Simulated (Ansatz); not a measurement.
# Os: levels along high-symmetry lines

```
Os
1.0
     2.73410    0.00000    0.00000
    -1.36705    2.36780    0.00000
     0.00000    0.00000    4.31970
Os
2
Direct
  0.33333 0.66667 0.25000
  0.66667 0.33333 0.75000
```

Atoms are numbered in the order listed.

The geometry is COD entry 9017843, unchecked; take it as a test cell.

Spin–orbit coupling is left out, though it moves levels of the heavy atoms by tenths of an eV or more.

Theory: DFT, PBE, all-electron LAPW, scalar-relativistic in Ansatz 0.2.0.

The runs use a Γ-centred 17×17×10 k mesh, Fermi–Dirac smearing of 0.08 eV, basis error target 1 meV/atom, no spin polarisation.

Points in fractions of the reciprocal vectors of this cell: Γ (0, 0, 0), M (0.5, 0, 0), K (0.333, 0.333, 0), A (0, 0, 0.5), L (0.5, 0, 0.5), H (0.333, 0.333, 0.5). The path joins them by straight lines in the order Γ–M–K–Γ–A–L–H–A–L; legs that retrace an earlier one aren't tabulated. Energies are in eV from the Fermi level.

Problem. Metal or insulator at this level of theory?

Solution. No gap opens: metallic or semimetallic.

Problem. Tabulate bands 37 to 43, counted from the lowest band of the run, along the path.

Solution. 
```json
{"k (1/Å)": "0.00", "point": "Γ", "band 37": "-2.84", "band 38": "-2.26", "band 39": "-2.26", "band 40": "-1.60", "band 41": "-1.60", "band 42": "-0.02", "band 43": "1.66"}
{"k (1/Å)": "0.33", "point": "", "band 37": "-2.59", "band 38": "-2.55", "band 39": "-2.09", "band 40": "-2.01", "band 41": "-1.74", "band 42": "-1.36", "band 43": "1.94"}
{"k (1/Å)": "0.66", "point": "", "band 37": "-3.08", "band 38": "-2.77", "band 39": "-2.00", "band 40": "-1.02", "band 41": "-0.78", "band 42": "-0.34", "band 43": "2.38"}
{"k (1/Å)": "1.00", "point": "", "band 37": "-3.37", "band 38": "-2.45", "band 39": "-2.38", "band 40": "0.98", "band 41": "1.49", "band 42": "1.50", "band 43": "2.64"}
{"k (1/Å)": "1.33", "point": "M", "band 37": "-2.95", "band 38": "-2.61", "band 39": "-1.91", "band 40": "2.02", "band 41": "2.59", "band 42": "2.71", "band 43": "4.41"}
{"k (1/Å)": "1.52", "point": "", "band 37": "-3.19", "band 38": "-2.68", "band 39": "-1.88", "band 40": "2.07", "band 41": "2.22", "band 42": "2.59", "band 43": "4.53"}
{"k (1/Å)": "1.71", "point": "", "band 37": "-3.72", "band 38": "-2.87", "band 39": "-1.75", "band 40": "1.59", "band 41": "2.06", "band 42": "2.32", "band 43": "4.87"}
{"k (1/Å)": "1.90", "point": "", "band 37": "-3.69", "band 38": "-3.16", "band 39": "-1.54", "band 40": "1.24", "band 41": "1.86", "band 42": "2.11", "band 43": "5.21"}
{"k (1/Å)": "2.09", "point": "K", "band 37": "-3.48", "band 38": "-3.48", "band 39": "-1.38", "band 40": "1.46", "band 41": "1.46", "band 42": "2.05", "band 43": "5.26"}
{"k (1/Å)": "2.48", "point": "", "band 37": "-3.81", "band 38": "-2.68", "band 39": "-2.13", "band 40": "0.25", "band 41": "2.00", "band 42": "2.19", "band 43": "3.87"}
{"k (1/Å)": "2.86", "point": "", "band 37": "-3.39", "band 38": "-3.04", "band 39": "-1.87", "band 40": "-1.02", "band 41": "-0.09", "band 42": "0.81", "band 43": "2.26"}
{"k (1/Å)": "3.24", "point": "", "band 37": "-2.70", "band 38": "-2.34", "band 39": "-2.32", "band 40": "-2.05", "band 41": "-1.50", "band 42": "-1.35", "band 43": "1.97"}
{"k (1/Å)": "3.62", "point": "Γ", "band 37": "-2.84", "band 38": "-2.26", "band 39": "-2.26", "band 40": "-1.60", "band 41": "-1.60", "band 42": "-0.02", "band 43": "1.66"}
{"k (1/Å)": "3.81", "point": "", "band 37": "-2.95", "band 38": "-2.38", "band 39": "-2.38", "band 40": "-1.31", "band 41": "-1.31", "band 42": "-0.65", "band 43": "1.68"}
{"k (1/Å)": "3.99", "point": "", "band 37": "-3.24", "band 38": "-2.69", "band 39": "-2.69", "band 40": "-1.94", "band 41": "-0.65", "band 42": "-0.65", "band 43": "1.66"}
{"k (1/Å)": "4.17", "point": "", "band 37": "-3.42", "band 38": "-3.10", "band 39": "-3.03", "band 40": "-3.03", "band 41": "0.14", "band 42": "0.14", "band 43": "1.41"}
{"k (1/Å)": "4.35", "point": "A", "band 37": "-3.29", "band 38": "-3.29", "band 39": "-3.29", "band 40": "-3.29", "band 41": "0.87", "band 42": "0.87", "band 43": "0.87"}
{"k (1/Å)": "4.68", "point": "", "band 37": "-3.17", "band 38": "-3.17", "band 39": "-2.87", "band 40": "-2.87", "band 41": "0.79", "band 42": "0.79", "band 43": "1.13"}
{"k (1/Å)": "5.02", "point": "", "band 37": "-3.18", "band 38": "-3.18", "band 39": "-1.90", "band 40": "-1.90", "band 41": "0.83", "band 42": "0.83", "band 43": "1.75"}
{"k (1/Å)": "5.35", "point": "", "band 37": "-1.47", "band 38": "-1.47", "band 39": "-1.32", "band 40": "-1.32", "band 41": "1.66", "band 42": "1.66", "band 43": "2.48"}
{"k (1/Å)": "5.68", "point": "L", "band 37": "-1.25", "band 38": "-1.25", "band 39": "-0.21", "band 40": "-0.21", "band 41": "2.36", "band 42": "2.36", "band 43": "3.28"}
{"k (1/Å)": "5.87", "point": "", "band 37": "-1.88", "band 38": "-1.88", "band 39": "-0.22", "band 40": "-0.22", "band 41": "2.08", "band 42": "2.08", "band 43": "4.11"}
{"k (1/Å)": "6.06", "point": "", "band 37": "-2.88", "band 38": "-2.88", "band 39": "-0.71", "band 40": "-0.71", "band 41": "1.95", "band 42": "1.95", "band 43": "5.58"}
{"k (1/Å)": "6.25", "point": "", "band 37": "-3.47", "band 38": "-3.47", "band 39": "-1.25", "band 40": "-1.25", "band 41": "1.76", "band 42": "1.76", "band 43": "7.22"}
{"k (1/Å)": "6.44", "point": "H", "band 37": "-3.48", "band 38": "-3.48", "band 39": "-1.41", "band 40": "-1.41", "band 41": "1.60", "band 42": "1.60", "band 43": "8.32"}
{"k (1/Å)": "6.83", "point": "", "band 37": "-3.55", "band 38": "-3.55", "band 39": "-1.74", "band 40": "-1.74", "band 41": "2.26", "band 42": "2.26", "band 43": "4.85"}
{"k (1/Å)": "7.21", "point": "", "band 37": "-3.77", "band 38": "-3.77", "band 39": "-1.71", "band 40": "-1.71", "band 41": "1.34", "band 42": "1.34", "band 43": "2.10"}
{"k (1/Å)": "7.59", "point": "", "band 37": "-3.23", "band 38": "-3.23", "band 39": "-2.71", "band 40": "-2.71", "band 41": "0.75", "band 42": "0.75", "band 43": "1.23"}
{"k (1/Å)": "7.98", "point": "A", "band 37": "-3.29", "band 38": "-3.29", "band 39": "-3.29", "band 40": "-3.29", "band 41": "0.87", "band 42": "0.87", "band 43": "0.87"}
```
